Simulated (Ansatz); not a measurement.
## Run record: Fe

System: Fe, an experimental structure (space group Fm-3m, primitive cell doubled); the cell holds 2 atoms. Source: COD entry 9012706; the sample's temperature and pressure aren't taken into account, and it need not be the stable phase.

The calculation used DFT, PBE, PAW, plane waves, scalar-relativistic in Ansatz development build ahead of 0.2.0.

Input:

```yaml
crystal:
  lattice:
    - [0.0, 3.639, 3.639]
    - [1.8195, 0.0, 1.8195]
    - [1.8195, 1.8195, 0.0]
  atoms:
    - { symbol: Fe, position: [0.0, 0.0, 0.0], spin: 4.0 }
    - { symbol: Fe, position: [0.5, 0.0, 0.0], spin: 4.0 }
magnetization:
  spin_polarized: true
hamiltonian:
  xc: pbe
  pseudopotentials: { kind: paw }
basis:
  ecutwfc: 420
kpoints:
  mp_grid: { grid: [6, 11, 11] }
scf:
  occupations: { method: fermi_dirac, width: 0.1 }
  lower_state_search: "off"
output:
  forces: true
  stress: true
```

What the program printed (shortened):

```
Warning: crystal.symmetry: narrowed to the stabiliser of the k-point mesh — unitary ops 24 → 8; excluded 16 operations that carry a point of the 6×11×11 mesh (shift [0, 0, 0]) off the mesh (the run samples exactly the mesh kpoints.mp_grid names, as under crystal.symmetry.detect: false, and its converged state has the mesh's symmetry, not the crystal's; [...]
Pseudopotentials: kind: paw
Pseudopotential: Fe, paw, valence charge 16, recommended cutoff 420 eV (normal), Fe.paw.azcp
Functional definition: PBE
Crystal: 2 atoms, lattice volume = 24.094 Å³
Basis set: ecut = 420 eV, 501 PW (Γ), exchange–correlation on 72×36×36 points (8 copies of the dense FFT grid, shifted against one another)
Bands: 24, of which v1, the nominal top of the filled ones, is band 16 counted from 1 (15 counted from 0)
Symmetry: 8 space group operations
k-points: 204 of 726
Non-local potential: Fe, projectors of the file, l = 0: 3, l = 1: 2, l = 2: 3, l = 3: 1
Initial density: superposition of atomic densities (chi_scale 0.1, normalization cell)
Starting moments: Σ|m| = 8 μB on 2 of 2 sites
Initial wavefunctions: pseudopotential atomic-orbital guess
Functional: x = pbe(κ = 0.804, μ = 0.2195149727645171), c = pbe(β = 0.06672455060314922)
iter 1 solved again at ethr=1.24e-3 eV; its pass at ethr=3.10e-3 eV (dr2=3.96e-1 eV) is discarded
SCF iter   1: F=—  HF=-8960.196121 eV  |F-HF|=—  |Δ(HF+E_count)|=         —  Δρ=1.05e-1 (↑1.05e-1 ↓6.70e-2)  dr2=3.96e-1  dr2_m=1.56e0  M=5.728 μB ∫|m|=5.825 μB  β_m=0.30  ethr=1.24e-3  ⟨swp⟩=1.0  Hψ=48259  notcnv=0
Mixer restart at iter 1: flushing history
preconditioner: auto → none  [metal: Δε(μ)=0.006 eV  Ē_g=10.028 eV  σ=0.100 eV  W_gap=0.02  n_scr=2 (ndim 8)  ℏωp=30.3 eV  f_vac=0.000  D(μ)=2.00/eV (n_scr^D=28)  sad-step TF]
spin-set hold released at iteration 1 (the charge has settled, or the pull on large starting moments outlasts its swing): the magnetisation degrees of freedom join the quasi-Newton model from the next iteration; the mixer history was flushed
SCF iter   2: F=—  HF=-8960.383318 eV  |F-HF|=—  |Δ(HF+E_count)|=   1.87e-1  Δρ=7.33e-2 (↑7.33e-2 ↓5.55e-2)  dr2=1.07e-1  dr2_m=8.94e-1  M=5.589 μB ∫|m|=5.717 μB  β_m=0.65  ethr=1.24e-3  ⟨swp⟩=2.0  Hψ=12616  notcnv=0
SCF iter   3: F=—  HF=-8960.809367 eV  |F-HF|=—  |Δ(HF+E_count)|=   4.26e-1  Δρ=4.60e-2 (↑4.60e-2 ↓1.28e-2)  dr2=5.02e-1  dr2_m=7.29e-2  M=5.116 μB ∫|m|=5.338 μB  β_m=0.50  ethr=3.35e-4  ⟨swp⟩=2.5  Hψ=20277  notcnv=0  defer=21
SCF iter   4: F=—  HF=-8960.685321 eV  |F-HF|=—  |Δ(HF+E_count)|=   1.24e-1  Δρ=5.89e-3 (↑3.15e-3 ↓5.89e-3)  dr2=8.61e-3  dr2_m=9.00e-4  M=5.079 μB ∫|m|=5.322 μB  β_m=0.75  ethr=3.35e-4  ⟨swp⟩=2.3  Hψ=21421  notcnv=0  defer=261
SCF iter   5: F=—  HF=-8960.690111 eV  |F-HF|=—  |Δ(HF+E_count)|=   4.79e-3  Δρ=2.96e-3 (↑2.01e-3 ↓2.96e-3)  dr2=3.27e-3  dr2_m=1.41e-4  M=5.078 μB ∫|m|=5.309 μB  β_m=0.87  ethr=2.69e-5  ⟨swp⟩=2.0  Hψ=13448  notcnv=0  defer=262
SCF iter   6: F=—  HF=-8960.690282 eV  |F-HF|=—  |Δ(HF+E_count)|=   1.71e-4  Δρ=6.08e-4 (↑6.08e-4 ↓3.95e-4)  dr2=9.18e-5  dr2_m=1.60e-5  M=5.075 μB ∫|m|=5.297 μB  β_m=0.78  ethr=1.02e-5  ⟨swp⟩=1.5  Hψ=11637  notcnv=0  defer=262
SCF iter   7: F=—  HF=-8960.690272 eV  |F-HF|=—  |Δ(HF+E_count)|=   9.93e-6  Δρ=2.95e-4 (↑2.95e-4 ↓8.13e-5)  dr2=1.96e-5  dr2_m=2.96e-6  M=5.074 μB ∫|m|=5.296 μB  β_m=0.89  ethr=2.87e-7  ⟨swp⟩=1.2  Hψ=9690  notcnv=0  defer=262
SCF iter   8: F=—  HF=-8960.690271 eV  |F-HF|=—  |Δ(HF+E_count)|=   9.43e-7  Δρ=3.79e-5 (↑3.79e-5 ↓2.85e-5)  dr2=4.02e-8  dr2_m=2.21e-7  M=5.075 μB ∫|m|=5.296 μB  β_m=0.93  ethr=6.12e-8  ⟨swp⟩=2.2  Hψ=12583  notcnv=0  defer=262
SCF iter   9: F=-8960.690272 eV  HF=-8960.690272 eV  |F-HF|=1.02e-8  |Δ(HF+E_count)|=   2.65e-7  Δρ=6.41e-6 (↑4.12e-6 ↓6.41e-6)  dr2=1.12e-8  dr2_m=8.07e-10  M=5.074 μB ∫|m|=5.295 μB  ethr=1.26e-10  ⟨swp⟩=4.1  Hψ=30217  notcnv=0
SCF 1 converged in 9 iterations: F = -8960.690272 eV  dr2 = 1.12e-8
  greatest PAW one-centre occupation: 1.002 electrons in one spin orbital (limit 2), on the Fe atom at site 1 (counted from 0), in its partial waves of l = 1
SCF converged after 9 iterations
Magnetization: 5.0745 μB (18.5372 up, 13.4628 down)
Absolute magnetization: 5.2954 μB (∫|ρ↑−ρ↓|, with the PAW one-centre terms)
Spin contamination: 0.0885 ħ² per cell (⟨S²⟩ above its minimum at these occupations)
Per-site moments (μB) at R_I (Å): [(2.5817, 1.0614), (2.5817, 1.0614)]
Free energy (F): -8960.690272 eV
Harris-Foulkes:  -8960.690272 eV  (|F-HF|=1.02e-8)
Internal energy: -8960.609330 eV  (E = F + TS)
E sigma→0 (E₀):  -8960.649801 eV
Entropy (-TS):   -0.080941 eV (-40.471 meV/atom)
Fermi energy:    17.445914 eV
--- Per-component energies (eV) ---
  E_band       = -458.790419
  E_kinetic    = 697.227918
  E_local      = -4276.144167  (includes V_loc(G=0)·N_el)
  E_nonlocal   = 440.924601
  E_hartree    = 1790.842651
  E_xc         = -234.384870
  E_vxc        = -301.718974  (∫ρ·V_xc dr)
  E_paw        = -2734.608903  (= ΣΔE_a)
  E_vpaw       = -600.757897  (= ΣTr[D̂ρ^β])
  E_aug_tail   = 0.001547  (compensation charges beyond the density's cutoff)
  E_ewald      = -4644.468106
  E_smearing   = -0.080941  (= −TS)
  E_closure    = -0.000000  (closes the sum)
  Σ components = -8960.690272   (vs F -8960.690272, Δ=0.00e0)
--- Forces (eV/Å), atoms counted from 1 ---
  atom   1  Fe     0.00000000     0.00000000     0.00000000
  atom   2  Fe     0.00000000    -0.00000000     0.00000000
  max |Σ_I F_I| component: 4.73e-30 eV/Å
--- Stress (GPa, compression-positive) ---
       -1.129985       0.046803       0.046803
        0.046819      -1.156122       0.036754
        0.046819       0.036754      -1.156122
  P = ⅓ Tr σ = -1.1474 GPa (-11.474 kbar)
```

Among 11 converged runs of this cell from various starts and settings, this end is the lowest found.

The mesh has less symmetry than the lattice, which lowers the symmetry of the run.

The run took 7.4 s on 2 threads of Arm Neoverse V1, on a shared host, peak memory 0.42 GiB.
